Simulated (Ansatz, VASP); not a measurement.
# Cross-check of Te2Mo (rutile type (invented)) between VASP and Ansatz, part 2 of 2

Aim: how closely do two programs agree when they are given the same cell, functional and k mesh? The cell is generated by rule, not measured, and may not be a known phase. The cell is taken from a series of runs on this material, whose earlier steps may have relaxed, scaled, displaced or heated it; both programs get it as it stands.

VASP 6.6.1 and Ansatz 0.2.0.

So far: Starting point; VASP: relaxation of cell and atoms, PBE.

## (3) Ansatz: relaxation of cell and atoms, PBE

Level of this step: Ansatz beside VASP: Kohn-Sham DFT, plane waves, PBE (Ansatz).

Ansatz runs on its default PAW (the set named soft_2) files.

The same cell, functional, mesh and smearing now go to Ansatz, which takes its cutoff from its data sets.

File input.yaml:

```yaml
crystal:
  lattice:
    - [6.6810903901, 0.0, 0.0]
    - [0.0, 6.6810903901, 0.0]
    - [0.0, 0.0, 3.6099668675]
  atoms:
    - { symbol: Mo, position: [0.0, 0.0, 0.0] }
    - { symbol: Mo, position: [0.5, 0.5, 0.5] }
    - { symbol: Te, position: [0.2852977351, 0.2852977351, 0.0] }
    - { symbol: Te, position: [0.7147022649, 0.7147022649, 0.0] }
    - { symbol: Te, position: [0.7852977351, 0.2147022649, 0.5] }
    - { symbol: Te, position: [0.2147022649, 0.7852977351, 0.5] }
kpoints:
  mp_grid: { grid: [6, 6, 10] }
hamiltonian:
  xc: pbe
scf:
  occupations: { method: gaussian, width: 0.1 }
output:
  forces: true
  stress: true
  eigenvalues: true
  write_density: true
  write_potential: true
  elf: true
  volumetric_format: npy
relax:
  adjacent_minimum: "off"
  f_tol: 0.005
  max_steps: 80
  cell: { stress_tol: 0.05 }
```

Launch:

```sh
$ ansatz run input.yaml --threads 4 --pin off --max-ram 9216MiB --backend cpu --events-out ev --progress --plain --runs-dir out
```

Numbers of over 12 decimals in the logs are rounded to 6 here.

The program printed:

```text
Engine: ansatz 0.2.0, aarch64-unknown-linux-gnu
Pseudopotentials: kind: paw
Pseudopotential: Mo, paw, valence charge 14, recommended cutoff 420 eV (normal), Mo.paw.azcp
Pseudopotential: Te, paw, valence charge 16, recommended cutoff 420 eV (normal), Te.paw.azcp
Functional definition: PBE
  parameter kappa = 0.804
  parameter beta = 0.066725
  exchange = pbe_x(kappa = kappa, mu = beta*pi^2/3)
  correlation = pbe_c(beta = beta)
Crystal: 6 atoms, lattice volume = 161.138 Å³
Basis set: ecut = 420 eV, 3117 PW (Γ), exchange–correlation on 90×90×50 points (8 copies of the dense FFT grid, shifted against one another)
Bands: 56, of which v1, the nominal top of the filled ones, is band 46 counted from 1 (45 counted from 0)
Symmetry: 16 space group operations
Space group: P42/mnm (ITA 136), of the structure as read, at distance tolerance 5.4e-5 Å
k-points: 60 of 360
Non-local potential: Mo, projectors of the file, l = 0: 3, l = 1: 2, l = 2: 2, l = 3: 1
Non-local potential: Te, projectors of the file, l = 0: 2, l = 1: 2, l = 2: 2, l = 3: 2
PAW form: soft (Blöchl's): semilocal exchange-correlation on the pseudo side does not see the compensation charge
PAW one-centre angular grid: Mo, 590 points (default); XC on 64 Gauss nodes
PAW one-centre angular grid: Te, 590 points (default); XC on 64 Gauss nodes
Initial density: superposition of atomic densities (neutral atoms: chi_scale 0, normalization atom), corrected by the library's trained network
Initial wavefunctions: pseudopotential atomic-orbital guess
Functional: x = pbe(κ = 0.804, μ = 0.219515), c = pbe(β = 0.066725)
SCF iter   1: F=—  HF=-37831.269424 eV  |F-HF|=—  |Δ(HF+E_count)|=         —  Δρ=5.75e-3  dr2=3.18e-2  ethr=1.77e-3  ⟨swp⟩=7.5  Hψ=13028  notcnv=0  defer=1
preconditioner: auto → LDOS  [metal: Δε(μ)=0.013 eV  Ē_g=7.154 eV  σ=0.100 eV  W_gap=0.07  n_scr=38 (ndim 8)  ℏωp=17.6 eV  f_vac=0.043  D(μ)=5.12/eV (n_scr^D=38)  β→1.0]
SCF iter   2: F=—  HF=-37831.270783 eV  |F-HF|=—  |Δ(HF+E_count)|=   1.36e-3  Δρ=1.42e-3  dr2=2.34e-3  ethr=3.46e-5  ⟨swp⟩=2.0  Hψ=5161  notcnv=0  defer=1
SCF iter   3: F=—  HF=-37831.270548 eV  |F-HF|=—  |Δ(HF+E_count)|=   2.35e-4  Δρ=5.61e-4  dr2=3.42e-4  ethr=2.54e-6  ⟨swp⟩=2.0  Hψ=5996  notcnv=0  defer=1
SCF iter   4: F=—  HF=-37831.270444 eV  |F-HF|=—  |Δ(HF+E_count)|=   1.04e-4  Δρ=1.80e-4  dr2=4.31e-5  ethr=3.72e-7  ⟨swp⟩=2.7  Hψ=6103  notcnv=0  defer=1
SCF iter   5: F=—  HF=-37831.270434 eV  |F-HF|=—  |Δ(HF+E_count)|=   1.00e-5  Δρ=3.96e-5  dr2=2.97e-6  ethr=4.68e-8  ⟨swp⟩=2.0  Hψ=4620  notcnv=0  defer=1
SCF iter   6: F=—  HF=-37831.270434 eV  |F-HF|=—  |Δ(HF+E_count)|=   6.18e-7  Δρ=1.01e-5  dr2=1.65e-7  ethr=3.22e-9  ⟨swp⟩=2.2  Hψ=5678  notcnv=0  defer=1
SCF iter   7: F=-37831.270434 eV  HF=-37831.270434 eV  |F-HF|=1.04e-8  |Δ(HF+E_count)|=   1.17e-8  Δρ=3.07e-6  dr2=1.78e-8  ethr=1.09e-10  ⟨swp⟩=14.7  Hψ=22851  notcnv=0
SCF 1 converged in 7 iterations: F = -37831.270434 eV  dr2 = 1.78e-8
  greatest PAW one-centre occupation: 0.998 electrons in one spin orbital (limit 2), on the Mo atom at site 0 (counted from 0), in its partial waves of l = 0
relax step   1: F+E_penalty+E_count = -37831.27043384 eV  Δ(F+E_penalty+E_count) = +0.000e0 eV  max|allowed force component| = 7.525e-3 eV/Å  Δτ_max = 0.0000 Å  P = -0.010 GPa  Ω = 161.138 Å³  (7 SCF iters, dr2 threshold 1.00e-7 eV, accepted)
[...]
relax step   2: F+E_penalty+E_count = -37831.27043045 eV  Δ(F+E_penalty+E_count) = +3.384e-6 eV  max|allowed force component| = 8.556e-3 eV/Å  Δτ_max = 0.0019 Å  P = +0.027 GPa  Ω = 161.122 Å³  energy of the carried Pulay correction = +2.953e-6 eV  (5 SCF iters, dr2 threshold 3.54e-9 eV, rejected (line search))
[...]
relax step   3: F+E_penalty+E_count = -37831.27045137 eV  Δ(F+E_penalty+E_count) = -1.753e-5 eV  max|allowed force component| = 1.297e-5 eV/Å  Δτ_max = 0.0009 Å  P = -0.002 GPa  Ω = 161.149 Å³  energy of the carried Pulay correction = -2.033e-6 eV  (6 SCF iters, accepted)
[...]
relax step   4: F+E_penalty+E_count = -37831.27045293 eV  Δ(F+E_penalty+E_count) = -1.566e-6 eV  max|allowed force component| = 1.263e-5 eV/Å  Δτ_max = 0.0000 Å  P = -0.002 GPa  Ω = 161.149 Å³  stress off target by 2.47e-3 GPa  SCF on the basis re-selected at this cell (its energy is not comparable with the rows above)  (5 SCF iters)
basis re-selected at this cell: Δ(F+E_penalty+E_count) = -1.566e-6 eV, ΔP = -0.000 GPa vs the last step (what re-selecting the basis moved, of the pressure what is left beyond the Pulay correction that the steps carried, after the strain that the cell walked since its last selection, with what the two solves' SCF thresholds leave and, on support functions, any second-order correction that the steps lacked; it is no m [...]
SCF converged after 5 iterations
Free energy (F): -37831.270453 eV
Harris-Foulkes:  -37831.270453 eV  (|F-HF|=1.46e-11)
Internal energy: -37831.244615 eV  (E = F + TS)
E sigma→0 (E₀):  -37831.257534 eV
Entropy (-TS):   -0.025838 eV (-4.306 meV/atom)
Fermi energy:    11.605199 eV
--- Per-component energies (eV) ---
  E_band       = -1261.197252
  E_kinetic    = 1605.077144
  E_local      = -7399.191842  (includes V_loc(G=0)·N_el)
  E_nonlocal   = -951.347061
  E_hartree    = 4084.699752
  E_xc         = -862.314969
  E_vxc        = -872.471276  (∫ρ·V_xc dr)
  E_paw        = -25055.397476  (= ΣΔE_a)
  E_vpaw       = -1812.662693  (= ΣTr[D̂ρ^β])
  E_aug_tail   = -0.000658  (compensation charges beyond the density's cutoff)
  E_ewald      = -9252.769505
  E_smearing   = -0.025838  (= −TS)
  E_closure    = -0.000000  (closes the sum)
  Σ components = -37831.270453   (vs F -37831.270453, Δ=0.00e0)
--- Forces (eV/Å), atoms counted from 1 ---
  atom   1  Mo     0.00000000    -0.00000000     0.00000000
  atom   2  Mo     0.00000000     0.00000000     0.00000000
  atom   3  Te    -0.00001263    -0.00001263     0.00000000
  atom   4  Te     0.00001263     0.00001263     0.00000000
  atom   5  Te    -0.00001263     0.00001263     0.00000000
  atom   6  Te     0.00001263    -0.00001263     0.00000000
  max |Σ_I F_I| component: 6.51e-19 eV/Å
--- Stress (GPa, compression-positive) ---
       -0.001798       0.000000       0.000000
        0.000000      -0.001798       0.000000
        0.000000       0.000000      -0.002470
  P = ⅓ Tr σ = -0.0020 GPa (-0.020 kbar)
--- Band table (eV; the first three rows and the last of 60) ---
  k-point 0: bands = [... 42 lower, 10.7021, 11.1002, 11.1002, 11.5445, 11.5445, 12.4741, 12.5310, 12.5555, ... 6 higher]
  k-point 1: bands = [... 42 lower, 10.6755, 10.6755, 10.7499, 11.8847, 11.8847, 12.1627, 12.3623, 12.5053, ... 6 higher]
  k-point 2: bands = [... 42 lower, 9.9770, 10.4312, 10.9822, 11.6069, 11.8403, 12.2204, 12.2204, 12.4203, ... 6 higher]
  k-point 59: bands = [... 42 lower, 10.2969, 10.2969, 11.5937, 11.5937, 11.6684, 11.6684, 12.3198, 12.3198, ... 6 higher]
--- Relaxed structure (3 steps of the walk, 2 accepted, 1 SCFs on fresh bases) ---
  F+E_penalty+E_count = -37831.27045293 eV   max|allowed force component| = 1.263e-5 eV/Å   (the final SCF, on the basis selected at the relaxed cell)
  cell:  # Å, volume = 161.1491 Å³
    - [6.681286, 0.0, 0.0]
    - [0.0, 6.681286, 0.0]
    - [0.0, 0.0, 3.610005]
  atoms:
    - { symbol: Mo, position: [0, 0.0, 0.0] }
    - { symbol: Mo, position: [0.500000, 0.500000, 0.500000] }
    - { symbol: Te, position: [0.285396, 0.285396, 0.0] }
    - { symbol: Te, position: [0.714604, 0.714604, 0.0] }
    - { symbol: Te, position: [0.785396, 0.214604, 0.500000] }
    - { symbol: Te, position: [0.214604, 0.785396, 0.500000] }
```

Reading the cycles: dr2 is the Hartree energy of the density residual (eV), the measure of convergence; HF is the Harris–Foulkes estimate of the energy, which meets the free energy F at convergence.

## (4) Side by side

Known differences besides the potentials themselves: the data sets hold 92 valence electrons in Ansatz (on its default PAW (the set named soft_2) files) and 52 in VASP; the cutoff is 420 eV in Ansatz and 500 eV in VASP; Ansatz adds a Pulay correction to the stress that steers its cell, VASP none. Total energies have different zeros and are not compared.

Compared:

| quantity | Ansatz | VASP | difference |
| --- | --- | --- | --- |
| volume (Å³) | 161.15 | 161.03 | +0.08 % |
| edge a after relaxation, in the typed setting (Å) | 6.681 | 6.680 | +0.01 % |
| edge c after relaxation, in the typed setting (Å) | 3.610 | 3.608 | +0.04 % |

## (5) Results

* difference in volume (relaxation of cell and atoms, PBE): 0.075 %

**Reading.** The difference in volume is 0.075 % (relaxation of cell and atoms, PBE), within the 1.2 % picked in this series as the mark of a large difference, as far as the stopping tolerances let one tell. The data sets hold unlike numbers of valence electrons (92 in Ansatz and 52 in VASP), so part of the differences comes from the potentials. 1 further run of this series is not shown here. Such differences can come from data sets, numerical settings and the points named under the comparisons, not from the functional's error against experiment.

[Lines on the potential files, build, host, timing and source positions are cut from VASP's logs without a mark.]

[Logs are printed without paths, hosts, clocks, repeated set-up lines and the standing remarks that a program may print on its own settings, such as how far it seeks lower states.]

[Hosts, paths, dates, database ids (printed as entryN), source tags and the programs' standing remarks are cut or masked in the printed files.]
